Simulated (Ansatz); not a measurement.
A (100) slab of Al₂Cu (I4/mcm (No. 140)), 12 planes, outer planes Al (top) and Cu (bottom), with 24 atoms (Al16Cu8) in a surface cell of A = 28.934 Å², as cut from the bulk:

```xyz
24
Lattice="4.8278 0.0000 0.0000 0.0000 5.9931 0.0000 0.0000 0.0000 26.0314" Properties=species:S:1:pos:R:3 pbc="T T T"
Cu    3.6209    2.9966    7.5000
Cu    1.2070    2.9966    7.5000
Al    0.0000    0.9548    8.4548
Al    2.4139    5.0383    8.4548
Al    0.0000    3.9514    9.5417
Al    2.4139    2.0417    9.5417
Cu    1.2070    0.0000   10.4966
Cu    3.6209    0.0000   10.4966
Al    2.4139    3.9514   11.4514
Al    0.0000    2.0417   11.4514
Al    2.4139    0.9548   12.5383
Al    0.0000    5.0383   12.5383
Cu    3.6209    2.9966   13.4931
Cu    1.2070    2.9966   13.4931
Al    0.0000    0.9548   14.4479
Al    2.4139    5.0383   14.4479
Al    0.0000    3.9514   15.5348
Al    2.4139    2.0417   15.5348
Cu    1.2070    0.0000   16.4897
Cu    3.6209    0.0000   16.4897
Al    2.4139    3.9514   17.4445
Al    0.0000    2.0417   17.4445
Al    2.4139    0.9548   18.5314
Al    0.0000    5.0383   18.5314
```

Method: DFT PBEsol, scalar-relativistic, plane waves, PAW in Ansatz 0.2.0. Plane waves to 420 eV, a k mesh through Γ of 7×6×1 on the computed 24-atom cell and Gaussian smearing (0.10 eV); no spin polarisation. A dipole correction removes the field between periodic images along c.

Against the same 24 atoms in the bulk, the slab as cut lies 5.940 eV higher and the relaxed slab 5.709 eV higher.

Problem. Work out the surface energy before and after relaxation.

Solution. The slab has two faces, so γ = (E_slab − N·E_bulk)/(2A), the mean of both. As cut: 5.940/(2 × 28.934) = 0.1026 eV/Å², and 1 eV/Å² = 16.02 J/m², so γ = 1.64 J/m². Relaxed: 5.709/(2 × 28.934) = 0.0987 eV/Å² = 1.58 J/m². Relaxation recovers 4 % of the cost of cutting.

Problem. What is the ideal work of this cut, per area?

Solution. Griffith's ideal work is 2γ: 3.29 J/m² if the new faces stay rigid, 3.16 J/m² if they relax. Other cuts parallel to this plane can cost less. One thickness was run, 12 planes, so γ can still shift with it.